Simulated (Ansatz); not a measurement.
# Cu (fcc): from the first guess to the electronic structure, part 2 of 2

What volume does Cu (fcc) take, and is it a metal or an insulator at this level? The pressure is brought towards zero step by step, and the electronic structure follows. The run doesn't test whether this is the element's stable form.

Ansatz 0.2.0; DFT LDA, scalar-relativistic, plane waves, PAW. Earlier steps stand in the parts before.

### Step 4. Volume 10.890 Å³/atom

File input.yaml:

```yaml
crystal:
  lattice:
    - [0.0, 1.7592708703, 1.7592708703]
    - [1.7592708703, 0.0, 1.7592708703]
    - [1.7592708703, 1.7592708703, 0.0]
  atoms:
    - { symbol: Cu, position: [0.0, 0.0, 0.0] }
basis:
  ecutwfc: 420
  ecutrho_ratio: 4
kpoints:
  mp_grid: { grid: [20, 20, 20] }
hamiltonian:
  xc: lda
scf:
  occupations: { method: gaussian, width: 0.05 }
output:
  forces: true
  stress: true
  eigenvalues: true
```

Standard output:

```text
Warning: RAYON_NUM_THREADS=4 ignored (pool sized by the plan → 4); use --threads N
Engine: ansatz 0.2.0, x86_64-unknown-linux-gnu
Pseudopotentials: kind: paw
Pseudopotential: Cu, paw, valence charge 19, recommended cutoff 420 eV (normal), Cu.paw.azcp
Functional definition: SPW92
  exchange = slater_x
  correlation = pw_c
Crystal: 1 atoms, lattice volume = 10.890 Å³
Basis set: ecut = 420 eV, 181 PW (Γ)
Bands: 14, of which v1, the nominal top of the filled ones, is band 10 counted from 1 (9 counted from 0)
Symmetry: 48 space group operations
Space group: Fm-3m (ITA 225), of the structure as read, at distance tolerance 2.2e-5 Å
k-points: 256 of 8000
Non-local potential: Cu, projectors of the file, l = 0: 3, l = 1: 2, l = 2: 3, l = 3: 1
PAW form: soft (Blöchl's): semilocal exchange-correlation on the pseudo side does not see the compensation charge
PAW frozen core: Cu, regenerated for the run's functional, and the local potential with it (the file was generated under x = pbe(κ = 0.804, μ = 0.2195149727645171), c = pbe(β = 0.06672455060314922))
PAW one-centre angular grid: Cu, 590 points (default); XC on 64 Gauss nodes
Initial density: superposition of atomic densities (neutral atoms: chi_scale 0, normalization atom), corrected by the library's trained network
Initial wavefunctions: pseudopotential atomic-orbital guess
Functional: x = slater, c = lda
SCF iter   1: F=—  HF=-6555.728790 eV  |F-HF|=—  |Δ(HF+E_count)|=         —  Δρ=2.26e-2  dr2=2.42e-2  ethr=1.77e-3  ⟨swp⟩=5.5  Hψ=18222  notcnv=0
preconditioner: auto → none  [metal: Δε(μ)=0.025 eV  Ē_g=17.936 eV  σ=0.050 eV  W_gap=0.27  n_scr=0 (ndim 8)  ℏωp=37.3 eV  f_vac=0.000  D(μ)=0.33/eV (n_scr^D=0)]
SCF iter   2: F=—  HF=-6555.722196 eV  |F-HF|=—  |Δ(HF+E_count)|=   6.59e-3  Δρ=2.08e-3  dr2=3.78e-4  ethr=1.27e-4  ⟨swp⟩=2.7  Hψ=7889  notcnv=0  defer=109
SCF iter   3: F=—  HF=-6555.722109 eV  |F-HF|=—  |Δ(HF+E_count)|=   8.62e-5  Δρ=1.43e-3  dr2=5.91e-5  ethr=1.99e-6  ⟨swp⟩=2.1  Hψ=4915  notcnv=0  defer=109
SCF iter   4: F=—  HF=-6555.722136 eV  |F-HF|=—  |Δ(HF+E_count)|=   2.64e-5  Δρ=3.10e-5  dr2=6.77e-8  ethr=3.11e-7  ⟨swp⟩=1.0  Hψ=3476  notcnv=0  defer=109
iter 5 did not close the SCF: its close was put off for the readings that it lacked (scf_convergence_deferred on its scf_iter line)
SCF iter   5: F=-6555.722136 eV  HF=-6555.722136 eV  |F-HF|=6.82e-11  |Δ(HF+E_count)|=   5.62e-8  Δρ=2.99e-6  dr2=1.61e-10  ethr=3.56e-10  ⟨swp⟩=2.0  Hψ=5843  notcnv=0  defer=109
SCF iter   6: F=-6555.722136 eV  HF=-6555.722136 eV  |F-HF|=4.55e-12  |Δ(HF+E_count)|=  9.46e-11  Δρ=4.77e-7  dr2=5.10e-12  ethr=1.00e-12  ⟨swp⟩=2.6  Hψ=11114  notcnv=0
SCF 1 converged in 6 iterations: F = -6555.722136 eV  dr2 = 5.10e-12
SCF converged after 6 iterations
Free energy (F): -6555.722136 eV
Harris-Foulkes:  -6555.722136 eV  (|F-HF|=4.55e-12)
Internal energy: -6555.721757 eV  (E = F + TS)
E sigma→0 (E₀):  -6555.721946 eV
Entropy (-TS):   -0.000379 eV (-0.379 meV/atom)
Fermi energy:    18.126968 eV
--- Per-component energies (eV) ---
  E_band       = -333.824432
  E_kinetic    = 301.592997
  E_local      = -3902.292305  (includes V_loc(G=0)·N_el)
  E_nonlocal   = 393.385663
  E_hartree    = 1720.212643
  E_xc         = -89.914716
  E_vxc        = -116.626447  (∫ρ·V_xc dr)
  E_paw        = -1592.332395  (= ΣΔE_a)
  E_vpaw       = -450.309823  (= ΣTr[D̂ρ^β])
  E_aug_tail   = 0.000271  (compensation charges beyond the density's cutoff)
  E_ewald      = -3386.823574
  E_core_change = 0.449660  (= ΣΔE_core)
  E_smearing   = -0.000379  (= −TS)
  E_closure    = -0.000000  (closes the sum)
  Σ components = -6555.722136   (vs F -6555.722136, Δ=0.00e0)
--- Forces (eV/Å), atoms counted from 1 ---
  atom   1  Cu    -0.00000000     0.00000000    -0.00000000
  max |Σ_I F_I| component: 4.11e-32 eV/Å
--- Stress (GPa, compression-positive) ---
       -0.024084       0.000000       0.000000
        0.000000      -0.024084      -0.000000
        0.000000      -0.000000      -0.024084
  P = ⅓ Tr σ = -0.0241 GPa (-0.241 kbar)
--- Band table (eV; the first three rows and the last of 256) ---
  k-point 0: bands = ["-93.8018", "-51.5328", "-51.5328", "-51.5328", "8.0877", "14.8429", "14.8429", "14.8429", "15.8059", "15.8059", "41.5107", "44.4455", "44.4455", "44.4455"]
  k-point 1: bands = ["-93.8013", "-51.5366", "-51.5334", "-51.5334", "8.1846", "14.8202", "14.8630", "14.8630", "15.7976", "15.7976", "41.0556", "43.1518", "44.1401", "44.1401"]
  k-point 2: bands = ["-93.7998", "-51.5475", "-51.5350", "-51.5350", "8.4726", "14.7573", "14.9169", "14.9169", "15.7790", "15.7790", "39.0854", "42.3855", "43.5421", "43.5421"]
  k-point 255: bands = ["-93.7739", "-51.6336", "-51.6336", "-51.5913", "13.5668", "14.2537", "14.2537", "15.7524", "16.6211", "24.6327", "24.6327", "26.9152", "27.5446", "47.5273"]
```

Wall time 0.65 s (4 threads of an x86-64 CPU, shared host); peak memory 0.33 GiB.

This gives: volume 10.890 Å³/atom, pressure -0.02 GPa, a metal on this mesh.

### Step 5. The volume search in one table

| step | level | mesh | relaxed | volume (Å³/atom) | pressure (GPa) |
| --- | --- | --- | --- | --- | --- |
| 2 | LDA | 20×20×20 | nothing | 11.761 | -12.02 |
| 3 | LDA | 20×20×20 | nothing | 10.819 | 1.23 |
| 4 | LDA | 20×20×20 | nothing | 10.890 | -0.02 |

The cell before and after:

| cell as typed | before | after | change |
| --- | --- | --- | --- |
| a (Å) | 2.553 | 2.488 | -2.5 % |
| b (Å) | 2.553 | 2.488 | -2.5 % |
| c (Å) | 2.553 | 2.488 | -2.5 % |
| volume (Å³/atom) | 11.761 | 10.890 | -7.4 % |
| shortest distance (Å) | 2.553 | 2.488 | -2.5 % |
| space group | Fm-3m | Fm-3m | same |

### Step 6. A single point with the electronic structure

Edit input.yaml of step 4 so:

```diff
@@ -12,2 +12,7 @@
   mp_grid: { grid: [20, 20, 20] }
+  band_path:
+    path:
+      - [[0.0, 0.0, 0.0], [0.5, 0.0, 0.5], [0.625, 0.25, 0.625]]
+      - [[0.375, 0.375, 0.75], [0.0, 0.0, 0.0], [0.5, 0.5, 0.5], [0.5, 0.25, 0.75], [0.5, 0.0, 0.5]]
+    npoints: 14
 hamiltonian:
@@ -20 +25,4 @@
   eigenvalues: true
+  populations: true
+  dos: { projected: true, de: 0.02, nscf_kmesh: { grid: [30, 30, 30] } }
+  bader: true
```

Standard output:

```text
Warning: RAYON_NUM_THREADS=4 ignored (pool sized by the plan → 4); use --threads N
[... 6 set-up lines as earlier in the session ...]
Crystal: 1 atoms, lattice volume = 10.890 Å³
Basis set: ecut = 420 eV, 181 PW (Γ)
Bands: 14, of which v1, the nominal top of the filled ones, is band 10 counted from 1 (9 counted from 0)
[... 2 set-up lines as earlier in the session ...]
k-points: 256 of 8000
[... 7 set-up lines as earlier in the session ...]
SCF iter   1: F=—  HF=-6555.728790 eV  |F-HF|=—  |Δ(HF+E_count)|=         —  Δρ=2.26e-2  dr2=2.42e-2  ethr=1.77e-3  ⟨swp⟩=5.5  Hψ=18222  notcnv=0
preconditioner: auto → none  [metal: Δε(μ)=0.025 eV  Ē_g=17.936 eV  σ=0.050 eV  W_gap=0.27  n_scr=0 (ndim 8)  ℏωp=37.3 eV  f_vac=0.000  D(μ)=0.33/eV (n_scr^D=0)]
SCF iter   2: F=—  HF=-6555.722196 eV  |F-HF|=—  |Δ(HF+E_count)|=   6.59e-3  Δρ=2.08e-3  dr2=3.78e-4  ethr=1.27e-4  ⟨swp⟩=2.7  Hψ=7889  notcnv=0  defer=109
SCF iter   3: F=—  HF=-6555.722109 eV  |F-HF|=—  |Δ(HF+E_count)|=   8.62e-5  Δρ=1.43e-3  dr2=5.91e-5  ethr=1.99e-6  ⟨swp⟩=2.1  Hψ=4915  notcnv=0  defer=109
SCF iter   4: F=—  HF=-6555.722136 eV  |F-HF|=—  |Δ(HF+E_count)|=   2.64e-5  Δρ=3.10e-5  dr2=6.77e-8  ethr=3.11e-7  ⟨swp⟩=1.0  Hψ=3476  notcnv=0  defer=109
iter 5 did not close the SCF: its close was put off for the readings that it lacked (scf_convergence_deferred on its scf_iter line)
SCF iter   5: F=-6555.722136 eV  HF=-6555.722136 eV  |F-HF|=6.82e-11  |Δ(HF+E_count)|=   5.62e-8  Δρ=2.99e-6  dr2=1.61e-10  ethr=3.56e-10  ⟨swp⟩=2.0  Hψ=5843  notcnv=0  defer=109
SCF iter   6: F=-6555.722136 eV  HF=-6555.722136 eV  |F-HF|=4.55e-12  |Δ(HF+E_count)|=  9.46e-11  Δρ=4.77e-7  dr2=5.10e-12  ethr=1.00e-12  ⟨swp⟩=2.6  Hψ=11114  notcnv=0
SCF 1 converged in 6 iterations: F = -6555.722136 eV  dr2 = 5.10e-12
NSCF: frozen V_eff on 86 k-points
NSCF: frozen V_eff on 752 k-points
SCF converged after 6 iterations
Free energy (F): -6555.722136 eV
Harris-Foulkes:  -6555.722136 eV  (|F-HF|=4.55e-12)
Internal energy: -6555.721757 eV  (E = F + TS)
E sigma→0 (E₀):  -6555.721946 eV
Entropy (-TS):   -0.000379 eV (-0.379 meV/atom)
Fermi energy:    18.126968 eV
--- Per-component energies (eV) ---
  E_band       = -333.824432
  E_kinetic    = 301.592997
  E_local      = -3902.292305  (includes V_loc(G=0)·N_el)
  E_nonlocal   = 393.385663
  E_hartree    = 1720.212643
  E_xc         = -89.914716
  E_vxc        = -116.626447  (∫ρ·V_xc dr)
  E_paw        = -1592.332395  (= ΣΔE_a)
  E_vpaw       = -450.309823  (= ΣTr[D̂ρ^β])
  E_aug_tail   = 0.000271  (compensation charges beyond the density's cutoff)
  E_ewald      = -3386.823574
  E_core_change = 0.449660  (= ΣΔE_core)
  E_smearing   = -0.000379  (= −TS)
  E_closure    = -0.000000  (closes the sum)
  Σ components = -6555.722136   (vs F -6555.722136, Δ=0.00e0)
--- Forces (eV/Å), atoms counted from 1 ---
  atom   1  Cu    -0.00000000     0.00000000    -0.00000000
  max |Σ_I F_I| component: 3.70e-32 eV/Å
--- Stress (GPa, compression-positive) ---
       -0.024084       0.000000       0.000000
        0.000000      -0.024084       0.000000
        0.000000       0.000000      -0.024084
  P = ⅓ Tr σ = -0.0241 GPa (-0.241 kbar)
--- Band table (eV; the first three rows and the last of 256) ---
  k-point 0: bands = ["-93.8018", "-51.5328", "-51.5328", "-51.5328", "8.0877", "14.8429", "14.8429", "14.8429", "15.8059", "15.8059", "41.5107", "44.4455", "44.4455", "44.4455"]
  k-point 1: bands = ["-93.8013", "-51.5366", "-51.5334", "-51.5334", "8.1846", "14.8202", "14.8630", "14.8630", "15.7976", "15.7976", "41.0556", "43.1518", "44.1401", "44.1401"]
  k-point 2: bands = ["-93.7998", "-51.5475", "-51.5350", "-51.5350", "8.4726", "14.7573", "14.9169", "14.9169", "15.7790", "15.7790", "39.0854", "42.3855", "43.5421", "43.5421"]
  k-point 255: bands = ["-93.7739", "-51.6336", "-51.6336", "-51.5913", "13.5668", "14.2537", "14.2537", "15.7524", "16.6211", "24.6327", "24.6327", "26.9152", "27.5446", "47.5273"]
--- Löwdin populations: 1 site ---
  site symbol       q [e]
     0     Cu     18.8347
  spilling = 0.008699 (of n_electrons = 19.000000)
--- Bader charges: 1 site ---
  site symbol  charge [e]  shift [e]
     0     Cu      0.0000     0.0000
  estimated error of the sums over rays = 2.0e-7 e
```

Run time: 2.9 s. Hardware: 4 threads of an x86-64 CPU, shared host; peak memory 0.34 GiB.

Read off: volume 10.890 Å³/atom, pressure -0.02 GPa, metallic.

Levels next to the Fermi level at the named points, in eV from the Fermi level:

| point | filled | empty |
| --- | --- | --- |
| Γ | -3.28 -2.32 -2.32 |  |
| X | -1.68 -1.51 -1.51 | 1.40 |
| U | -3.00 -2.17 -1.74 | 4.53 6.04 |
| K | -3.00 -2.17 -1.74 | 4.53 6.04 |
| L | -1.67 -1.67 -1.25 | 4.16 |
| W | -3.87 -2.38 -1.51 | 6.51 6.51 |

Empty levels over 7.0 eV, where the set of bands solved is no longer complete, are left out.

Bands that cross the Fermi level on the path (counted from 0), with the number of crossings: 9: 3.

States per cell in windows of 1 eV (zero at the Fermi level), total and by projection:

| from | to | total | Cu 3d | Cu 4s |
| --- | --- | --- | --- | --- |
| -7 | -6 | 0.22 | 0.06 | 0.16 |
| -6 | -5 | 0.74 | 0.52 | 0.21 |
| -5 | -4 | 1.79 | 1.70 | 0.07 |
| -4 | -3 | 2.90 | 2.78 | 0.07 |
| -3 | -2 | 2.75 | 2.66 | 0.05 |
| -2 | -1 | 1.98 | 1.89 | 0.07 |
| -1 | 0 | 0.32 | 0.15 | 0.12 |
| 0 | 1 | 0.27 | 0.08 | 0.12 |
| 1 | 2 | 0.25 | 0.04 | 0.10 |
| 2 | 3 | 0.21 | 0.02 | 0.07 |
| 3 | 4 | 0.16 | 0.01 | 0.04 |
| 4 | 5 | 0.24 | 0.02 | 0.12 |
| 5 | 6 | 0.28 | 0.01 | 0.12 |

The projection uses the shells of the potentials' files: it has no valence p orbitals on Cu, so such weight is missing from the shares.

### Step 7. Outcome

This closing draws on all 2 parts. Changes of volume or cell count from the first structure of part 1.

| quantity | value |
| --- | --- |
| space group | Fm-3m (No. 225) |
| conventional cell | a = 3.519 Å, b = 3.519 Å, c = 3.519 Å, α = 90.00°, β = 90.00°, γ = 90.00° |
| volume | 10.890 Å³/atom |
| pressure | -0.02 GPa |
| gap | none (metal) |
| states at the Fermi level | 0.29 per eV per cell |

**Reading.** Over the 3 runs shown the cell moved from 11.76 to 10.89 Å³/atom, a change of -7.4 %, where the pressure is zero within 0.02 GPa. Bands cross the Fermi level, so it is a metal at this level, though with only 0.3 states per eV per cell at the Fermi level. Measured lattice constant a of Cu: 3.615 Å (300 K; quoted in “Multiple origins of extra electron diffractions in fcc metals”, 2023, arxiv:2311.10326). This calculation gives 3.519 Å (-2.7 %). The calculation is for 0 K without zero-point motion.
